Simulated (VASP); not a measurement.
# SiC (F-43m) in VASP: a series of runs, part 3 of 3

VASP 6.6.1. The steps go on from the part before.

## 4. Band structure, PBE

The input, POSCAR:

```
SiC                                     
1.0
    0.0000000000      2.1892584782      2.1892584782
    2.1892584782      0.0000000000      2.1892584782
    2.1892584782      2.1892584782      0.0000000000
  Si              C             
     1     1
Direct
     0.7500000000000000    0.7500000000000000    0.7500000000000000
     0.0000000000000000    0.0000000000000000    0.0000000000000000
```

The input, INCAR.step1:

```
PREC = Accurate
ENCUT = 450
EDIFF = 1E-6
ISMEAR = 0
SIGMA = 0.02
LREAL = F
LASPH = T
NELM = 120
ALGO = Normal
ISIF = 2
LWAVE = F
LCHARG = T
GGA = PE
NBANDS = 11
KPAR = 2
```

The input, KPOINTS.step1:

```
Automatic mesh
0
Gamma
  14 14 14
```

The input, INCAR.step2:

```
PREC = Accurate
ENCUT = 450
EDIFF = 1E-6
ISMEAR = 0
SIGMA = 0.05
LREAL = F
LASPH = T
NELM = 120
ALGO = Normal
ISIF = 2
LWAVE = F
LCHARG = F
GGA = PE
NBANDS = 11
KPAR = 2
ICHARG = 11
```

The input, KPOINTS.step2:

```
path GXWKGLUWLK,UX
10
line-mode
reciprocal
 0.0000000000  0.0000000000  0.0000000000  G
 0.5000000000  0.0000000000  0.5000000000  X

 0.5000000000  0.0000000000  0.5000000000  X
 0.5000000000  0.2500000000  0.7500000000  W

 0.5000000000  0.2500000000  0.7500000000  W
 0.3750000000  0.3750000000  0.7500000000  K

 0.3750000000  0.3750000000  0.7500000000  K
 0.0000000000  0.0000000000  0.0000000000  G

 0.0000000000  0.0000000000  0.0000000000  G
 0.5000000000  0.5000000000  0.5000000000  L

 0.5000000000  0.5000000000  0.5000000000  L
 0.6250000000  0.2500000000  0.6250000000  U

 0.6250000000  0.2500000000  0.6250000000  U
 0.5000000000  0.2500000000  0.7500000000  W

 0.5000000000  0.2500000000  0.7500000000  W
 0.5000000000  0.5000000000  0.5000000000  L

 0.5000000000  0.5000000000  0.5000000000  L
 0.3750000000  0.3750000000  0.7500000000  K

 0.6250000000  0.2500000000  0.6250000000  U
 0.5000000000  0.0000000000  0.5000000000  X
```

Potentials or basis: VASP PAW PBE potentials, release 64 (Si, C).

Run with:

```console
> cat potpaw_PBE.64/Si/POTCAR potpaw_PBE.64/C/POTCAR > POTCAR
> cp INCAR.step1 INCAR
> cp KPOINTS.step1 KPOINTS
> mpirun -np 2 vasp_std > vasp.out
> cp INCAR.step2 INCAR
> cp KPOINTS.step2 KPOINTS
> mpirun -np 2 vasp_std > vasp.out
```

OUTCAR:

```text
PREC = Accurate
   ENCUT = 450
   EDIFF = 1E-6
   ISMEAR = 0
   LREAL = F
   LASPH = T
   NELM = 120
   ISIF = 2
   GGA = PE
   ICHARG = 11

 ion  position               nearest neighbor table
   1  0.750  0.750  0.750-   2 1.90   2 1.90   2 1.90   2 1.90
   2  0.000  0.000  0.000-   1 1.90   1 1.90   1 1.90   1 1.90

  LATTYP: Found a face centered cubic cell.
 ALAT       =     4.3785169564

  Lattice vectors:

 A1 = (   0.0000000000,   2.1892584782,   2.1892584782)
 A2 = (   2.1892584782,   0.0000000000,   2.1892584782)
 A3 = (   2.1892584782,   2.1892584782,   0.0000000000)

Analysis of symmetry for initial positions (statically):
=====================================================================
 Subroutine PRICEL returns:
 Original cell was already a primitive cell.

 Routine SETGRP: Setting up the symmetry group for a
 face centered cubic supercell.

 Subroutine GETGRP returns: Found 24 space group operations
 (whereof 24 operations were pure point group operations)
 out of a pool of 48 trial point group operations.

The static configuration has the point symmetry T_d .

Analysis of symmetry for dynamics (positions and initial velocities):
=====================================================================
 Subroutine PRICEL returns:
 Original cell was already a primitive cell.

 Routine SETGRP: Setting up the symmetry group for a
 face centered cubic supercell.

 Subroutine GETGRP returns: Found 24 space group operations
 (whereof 24 operations were pure point group operations)
 out of a pool of 48 trial point group operations.

The dynamic configuration has the point symmetry T_d .

 Subroutine INISYM returns: Found 24 space group operations
 (whereof 24 operations are pure point group operations),
 and found     1 'primitive' translations

----------------------------------------------------------------------------------------

                                     Primitive cell

  volume of cell :      20.9856

  direct lattice vectors                    reciprocal lattice vectors
     0.000000000  2.189258478  2.189258478    -0.228387833  0.228387833  0.228387833
     2.189258478  0.000000000  2.189258478     0.228387833 -0.228387833  0.228387833
     2.189258478  2.189258478  0.000000000     0.228387833  0.228387833 -0.228387833

  length of vectors
     3.096079031  3.096079031  3.096079031     0.395579331  0.395579331  0.395579331

  position of ions in fractional coordinates (direct lattice)
     0.750000000  0.750000000  0.750000000
     0.000000000  0.000000000  0.000000000

  ion indices of the primitive-cell ions
   primitive index   ion index
                 1           1
                 2           2

----------------------------------------------------------------------------------------

 KPOINTS: path GXWKGLUWLK,UX

Interpolating k-points between supplied coordinates.

 Line segments in fractional coordinates (reciprocal lattice):
    0.000000  0.000000  0.000000  ...  0.500000  0.000000  0.500000
    0.500000  0.000000  0.500000  ...  0.500000  0.250000  0.750000
    0.500000  0.250000  0.750000  ...  0.375000  0.375000  0.750000
[... 17 lines left out ...]
  0.277778  0.000000  0.277778      0.010000
[... 16 lines left out ...]
  0.472222  0.277778  0.750000      0.010000
  0.458333  0.291667  0.750000      0.010000
 [... further k-points ...]
   k-points           NKPTS =    100   k-points in BZ     NKDIM =    100   number of bands    NBANDS=     11
   number of dos      NEDOS =    301   number of ions     NIONS =      2
   total plane-waves  NPLWV =  13824
   dimension x,y,z NGX =    24 NGY =   24 NGZ =   24
   dimension x,y,z NGXF=    48 NGYF=   48 NGZF=   48
   ions per type =               1   1
   NGX,Y,Z   is equivalent  to a cutoff of  12.89, 12.89, 12.89 a.u.
   NGXF,Y,Z  is equivalent  to a cutoff of  25.77, 25.77, 25.77 a.u.
 SYSTEM =  unknown system
   PREC   = accura    normal or accurate (medium, high low for compatibility)
   ISTART =      0    job   : 0-new  1-cont  2-samecut
   ICHARG =     11    charge: 1-file 2-atom 10-const
   ISPIN  =      1    spin polarized calculation?
   LNONCOLLINEAR =      F non collinear calculations
   LSORBIT =      F    spin-orbit coupling
   LASPH  =      T    aspherical Exc in radial PAW
   ENCUT  =  450.0 eV  33.07 Ry    5.75 a.u.   5.36  5.36  5.36*2*pi/ulx,y,z
   NELM   =    120;   NELMIN=  2; NELMDL=  0     # of ELM steps
   EDIFF  = 0.1E-05   stopping-criterion for ELM
   LREAL  =      F    real-space projection
   EDIFFG = 0.1E-04   stopping-criterion for IOM
   NSW    =      0    number of steps for IOM
   IBRION =     -1    ionic relax: 0-MD 1-quasi-New 2-CG
   NFREE  =      0    steps in history (QN), initial steepest desc. (CG)
   ISIF   =      2    stress and relaxation
   ISYM   =      2    0-nonsym 1-usesym 2-fastsym
   POTIM  = 0.5000    time-step for ionic-motion
   TEBEG  =    0.0;   TEEND  =   0.0 temperature during run
   PSTRESS=    0.0 pullay stress
   NELECT =       8.0000    total number of electrons
   NUPDOWN=      -1.0000    fix difference up-down
   EMIN   =  10.00;   EMAX   =-10.00  energy-range for DOS
   EFERMI =   0.00;   METHOD = LEGACY
   ISMEAR =     0;   SIGMA  =   0.05  broadening in eV -4-tet -1-fermi 0-gaus
   EFERMI_NEDOS =   21; number of points for ismear=-14 and -15
   IALGO  =     38    algorithm
   IMIX   =      4    mixing-type and parameters
     AMIX     =   0.40;   BMIX     =  1.00
     AMIX_MAG =   1.60;   BMIX_MAG =  1.00
  volume/ion in A,a.u.               =      10.49        70.81
  Fermi-wavevector in a.u.,A,eV,Ry     =   1.187038  2.243176 19.171400  1.409058
  Thomas-Fermi vector in A             =   2.323197
   LORBIT       =      0    0 simple, 1 ext, 2 COOP (PROOUT), +10 PAW based schemes
   GGA     = PE    functional components
   LHFCALC =     F    Hartree Fock is set to
   AEXX    =    0.0000 exact exchange contribution
   IVDW    =     0    specifies the selected vdW correction
   LEPSILON=     F    determine dielectric tensor
   LRPA    =     F    only Hartree local field effects (RPA)
 non-spin polarized calculation
 Gauss-broadening in eV      SIGMA  =   0.05
  energy-cutoff  :      450.00
  volume of cell :       20.99
 maximum number of plane-waves:       469
 NGX is ok and might be reduce to    24

 number of electron       8.0000001 magnetization

 Free energy of the ion-electron system (eV)
  ---------------------------------------------------
  ext. energy  EPLUGINS =         0.00000000
  ---------------------------------------------------
  free energy    TOTEN  =       -15.49684984 eV

  energy without entropy =      -15.49684984  energy(sigma->0) =      -15.49684984

 E-fermi :   8.1807     XC(G=0): -11.2948

 val. band max:        7.9496299407   @ k =   0.0000   0.0000   0.0000
 cond. band min:       9.3194535523   @ k =   0.5000   0.0000   0.5000
 fundamental gap:      1.3698236116
 Fermi energy:         8.1807015537

 k-point     1 :       0.0000    0.0000    0.0000
  band No.  band energies     occupation
      1      -7.3439      2.00000
      2       7.9496      2.00000
      3       7.9496      2.00000
      4       7.9496      2.00000
      5      14.0174      0.00000
      6      15.1599      0.00000
      7      15.1599      0.00000
      8      15.1599      0.00000
      9      22.3751      0.00000
     10      22.3751      0.00000
     11      24.2126      0.00000
[... 309 lines left out ...]
 k-point    24 :       0.4583    0.2917    0.7500
  band No.  band energies     occupation
      1      -2.2455      2.00000
      2       0.8796      2.00000
      3       2.7779      2.00000
      4       3.9303      2.00000
      5      12.6622      0.00000
      6      16.2414      0.00000
      7      17.8314      0.00000
      8      18.8245      0.00000
      9      21.7859      0.00000
     10      24.9949      0.00000
     11      28.9595      0.00000

 [... further k-points ...]

------------------------ aborting loop because EDIFF is reached ----------------------------------------

  FORCE on cell =-STRESS in cart. coord.  units (eV):
  Direction    XX          YY          ZZ          XY          YZ          ZX
  --------------------------------------------------------------------------------------
  -------------------------------------------------------------------------------------
  Total       -0.5238670     -0.5238670     -0.5238670     -0.0000000     -0.0000000     -0.0000000
  in kB      -39.9954456    -39.9954456    -39.9954456     -0.0000000     -0.0000000     -0.0000000
  external PRESSURE =     -39.9954456 kB  Pullay stress =       0.0000000 kB

 VOLUME and BASIS-vectors are now :
 -----------------------------------------------------------------------------
  energy-cutoff  :      450.00
  volume of cell :       20.99
      direct lattice vectors                 reciprocal lattice vectors
     0.000000000  2.189258478  2.189258478    -0.228387833  0.228387833  0.228387833
     2.189258478  0.000000000  2.189258478     0.228387833 -0.228387833  0.228387833
     2.189258478  2.189258478  0.000000000     0.228387833  0.228387833 -0.228387833

 POSITION                                       TOTAL-FORCE (eV/Angst)
 -----------------------------------------------------------------------------------
      3.28389      3.28389      3.28389         0.000000      0.000000     -0.000000
      0.00000      0.00000      0.00000        -0.000000     -0.000000      0.000000
 -----------------------------------------------------------------------------------
    total drift:                                0.000000      0.000000      0.000000

  FREE ENERGIE OF THE ION-ELECTRON SYSTEM (eV)
  ---------------------------------------------------
  free  energy   TOTEN  =       -15.4968498367 eV

  energy  without entropy=      -15.4968498367  energy(sigma->0) =      -15.49684984
```

Wall time 8.2 s (2 MPI ranks of Intel Xeon Platinum 8488C (Sapphire Rapids), shared host); peak memory 0.13 GiB.

Results:

```yaml
Band_gap_on_the_k_mesh: 1.37 eV, indirect (least direct gap 4.53 eV)
Band_gap_along_the_path: 1.37 eV, indirect (least direct gap 4.53 eV)
```

Levels at the corners of the path, in eV from the valence-band top:
| point | band 1 | band 2 | band 3 | band 4 | band 5 | band 6 | band 7 | band 8 |
| --- | --- | --- | --- | --- | --- | --- | --- | --- |
| Γ | -15.29 | 0.00 | 0.00 | 0.00 | 6.07 | 7.21 | 7.21 | 7.21 |
| X | -10.34 | -7.75 | -3.16 | -3.16 | 1.37 | 4.27 | 13.87 | 13.87 |
| X | -10.34 | -7.75 | -3.16 | -3.16 | 1.37 | 4.27 | 13.87 | 13.87 |
| W | -10.12 | -7.00 | -4.92 | -4.63 | 5.19 | 9.31 | 9.33 | 9.71 |
| W | -10.12 | -7.00 | -4.92 | -4.63 | 5.19 | 9.31 | 9.33 | 9.71 |
| K | -10.35 | -7.24 | -5.47 | -2.57 | 3.10 | 7.69 | 11.73 | 12.31 |
| K | -10.35 | -7.24 | -5.47 | -2.57 | 3.10 | 7.69 | 11.73 | 12.31 |
| Γ | -15.29 | 0.00 | 0.00 | 0.00 | 6.07 | 7.21 | 7.21 | 7.21 |
| Γ | -15.29 | 0.00 | 0.00 | 0.00 | 6.07 | 7.21 | 7.21 | 7.21 |
| L | -11.78 | -8.46 | -1.05 | -1.05 | 5.31 | 7.17 | 7.17 | 9.98 |
| L | -11.78 | -8.46 | -1.05 | -1.05 | 5.31 | 7.17 | 7.17 | 9.98 |
| U | -10.35 | -7.24 | -5.47 | -2.57 | 3.10 | 7.69 | 11.73 | 12.31 |
| U | -10.35 | -7.24 | -5.47 | -2.57 | 3.10 | 7.69 | 11.73 | 12.31 |
| W | -10.12 | -7.00 | -4.92 | -4.63 | 5.19 | 9.31 | 9.33 | 9.71 |
| W | -10.12 | -7.00 | -4.92 | -4.63 | 5.19 | 9.31 | 9.33 | 9.71 |
| L | -11.78 | -8.46 | -1.05 | -1.05 | 5.31 | 7.17 | 7.17 | 9.98 |
| L | -11.78 | -8.46 | -1.05 | -1.05 | 5.31 | 7.17 | 7.17 | 9.98 |
| K | -10.35 | -7.24 | -5.47 | -2.57 | 3.10 | 7.69 | 11.73 | 12.31 |
| U | -10.35 | -7.24 | -5.47 | -2.57 | 3.10 | 7.69 | 11.73 | 12.31 |
| X | -10.34 | -7.75 | -3.16 | -3.16 | 1.37 | 4.27 | 13.87 | 13.87 |

Caveat: the cutoff is under 1.25 times the usual one of these potentials, so pressure, stress and relaxed cells hold a basis-set (Pulay) error; the log is that of the step along the path at fixed density, whose energy, stress, charges and moments have no meaning.

## 5. Band structure, r2SCAN

The input, INCAR:

```
PREC = Accurate
ENCUT = 450
EDIFF = 1E-6
ISMEAR = 0
SIGMA = 0.02
LREAL = F
LASPH = T
NELM = 120
ALGO = Normal
ISIF = 2
LWAVE = F
LCHARG = F
METAGGA = R2SCAN
LMIXTAU = T
NBANDS = 11
KPAR = 2
```

The input, KPOINTS:

```
Automatic mesh
0
Gamma
  14 14 14
```

POSCAR is that of step 4.

The input, KPOINTS_OPT:

```
path GXWKGLUWLK,UX
10
line-mode
reciprocal
 0.0000000000  0.0000000000  0.0000000000  G
 0.5000000000  0.0000000000  0.5000000000  X

 0.5000000000  0.0000000000  0.5000000000  X
 0.5000000000  0.2500000000  0.7500000000  W

 0.5000000000  0.2500000000  0.7500000000  W
 0.3750000000  0.3750000000  0.7500000000  K

 0.3750000000  0.3750000000  0.7500000000  K
 0.0000000000  0.0000000000  0.0000000000  G

 0.0000000000  0.0000000000  0.0000000000  G
 0.5000000000  0.5000000000  0.5000000000  L

 0.5000000000  0.5000000000  0.5000000000  L
 0.6250000000  0.2500000000  0.6250000000  U

 0.6250000000  0.2500000000  0.6250000000  U
 0.5000000000  0.2500000000  0.7500000000  W

 0.5000000000  0.2500000000  0.7500000000  W
 0.5000000000  0.5000000000  0.5000000000  L

 0.5000000000  0.5000000000  0.5000000000  L
 0.3750000000  0.3750000000  0.7500000000  K

 0.6250000000  0.2500000000  0.6250000000  U
 0.5000000000  0.0000000000  0.5000000000  X
```

Run with:

```console
> cat potpaw_PBE.64/Si/POTCAR potpaw_PBE.64/C/POTCAR > POTCAR
> mpirun -np 2 vasp_std > vasp.out
```

Wall time 53 s (2 MPI ranks of Intel Xeon Platinum 8488C (Sapphire Rapids), shared host); peak memory 0.14 GiB.

The run converged. Its results:

```yaml
Free_energy: -19.3266 eV
Band_gap_on_the_k_mesh: 1.73 eV, indirect (least direct gap 5.04 eV)
Band_gap_along_the_path: 1.73 eV, indirect (least direct gap 5.04 eV)
```

Levels at the corners of the path, in eV from the valence-band top:
| point | band 2 | band 3 | band 4 | band 5 | band 6 | band 7 |
| --- | --- | --- | --- | --- | --- | --- |
| Γ | 0.00 | 0.00 | 0.00 | 6.66 | 7.74 | 7.74 |
| X | -8.01 | -3.31 | -3.31 | 1.73 | 4.77 | 14.96 |
| X | -8.01 | -3.31 | -3.31 | 1.73 | 4.77 | 14.96 |
| W | -7.22 | -5.11 | -4.76 | 5.70 | 10.01 | 10.07 |
| W | -7.22 | -5.11 | -4.76 | 5.70 | 10.01 | 10.07 |
| K | -7.47 | -5.65 | -2.69 | 3.53 | 8.32 | 12.58 |
| K | -7.47 | -5.65 | -2.69 | 3.53 | 8.32 | 12.58 |
| Γ | 0.00 | 0.00 | 0.00 | 6.66 | 7.74 | 7.74 |
| Γ | 0.00 | 0.00 | 0.00 | 6.66 | 7.74 | 7.74 |
| L | -8.74 | -1.10 | -1.10 | 5.85 | 7.69 | 7.69 |
| L | -8.74 | -1.10 | -1.10 | 5.85 | 7.69 | 7.69 |
| U | -7.47 | -5.65 | -2.69 | 3.53 | 8.32 | 12.58 |
| U | -7.47 | -5.65 | -2.69 | 3.53 | 8.32 | 12.58 |
| W | -7.22 | -5.11 | -4.76 | 5.70 | 10.01 | 10.07 |
| W | -7.22 | -5.11 | -4.76 | 5.70 | 10.01 | 10.07 |
| L | -8.74 | -1.10 | -1.10 | 5.85 | 7.69 | 7.69 |
| L | -8.74 | -1.10 | -1.10 | 5.85 | 7.69 | 7.69 |
| K | -7.47 | -5.65 | -2.69 | 3.53 | 8.32 | 12.58 |
| U | -7.47 | -5.65 | -2.69 | 3.53 | 8.32 | 12.58 |
| X | -8.01 | -3.31 | -3.31 | 1.73 | 4.77 | 14.96 |

Caveat: the cutoff is under 1.25 times the usual one of these potentials, so pressure, stress and relaxed cells hold a basis-set (Pulay) error; the PAW data sets were made with another functional, which shifts forces and pressure a little.

## 6. The runs side by side

```tsv
task	level	potentials or basis	k mesh	gap on the mesh (eV)
dielectric tensor	PBE	VASP PAW PBE potentials, release 64 (Si, C)	13 × 13 × 13	1.44
band structure	LDA	VASP PAW LDA potentials, release 64 (Si, C)	14 × 14 × 14	1.32
band structure	PBE	VASP PAW PBE potentials, release 64 (Si, C)	14 × 14 × 14	1.37
band structure	r2SCAN	VASP PAW PBE potentials, release 64 (Si, C)	14 × 14 × 14	1.73
```

Alike in all rows: no spin polarisation; cell as given; cutoff (eV) 450; smearing gaussian 0.02 eV.

Caveats: the cutoff is under 1.25 times the usual one of these potentials, so pressure, stress and relaxed cells hold a basis-set (Pulay) error; an odd mesh through Γ misses points on the zone boundary, where band edges often lie (some runs); the PAW data sets were made with another functional, which shifts forces and pressure a little (some runs).

Total energies depend on the potentials used, so only differences within one code and one set of settings carry meaning.

## 7. Comparison with measurements

Step 2. The gap isn't set beside the measured one, since this odd mesh misses points on the zone boundary. Measured high-frequency dielectric constant of SiC: 6.49 (quoted in “Infrared properties of SiC particles”, 1999, arxiv:astro-ph/9903031). This calculation gives 7.00 (+7.9 %).

Step 3. Measured gap of SiC: 2.4 eV (indirect; quoted in “Insight into the structural, elastic and electronic properties of a new orthorhombic 6O-SiC polytype”, 2020, pmc:7200658). This calculation gives 1.32 eV (-1.08 eV). The value is that of LDA, without temperature or zero-point motion. Semilocal functionals fall short of measured gaps as a rule. The cell is a database's relaxed one, not the measured one, which moves gaps too.

Step 4. Against the measured gap of SiC, 2.4 eV (indirect; quoted in “Insight into the structural, elastic and electronic properties of a new orthorhombic 6O-SiC polytype”, 2020, pmc:7200658), the calculated 1.37 eV is off by -1.03 eV. The value is that of PBE, without temperature or zero-point motion. Semilocal functionals fall short of measured gaps as a rule. The cell is a database's relaxed one, not the measured one, which moves gaps too.

Step 5. Measured gap of SiC: 2.4 eV (indirect; quoted in “Insight into the structural, elastic and electronic properties of a new orthorhombic 6O-SiC polytype”, 2020, pmc:7200658). This calculation gives 1.73 eV (-0.67 eV). The value is that of r2SCAN, without temperature or zero-point motion. The cell is a database's relaxed one, not the measured one, which moves gaps too.
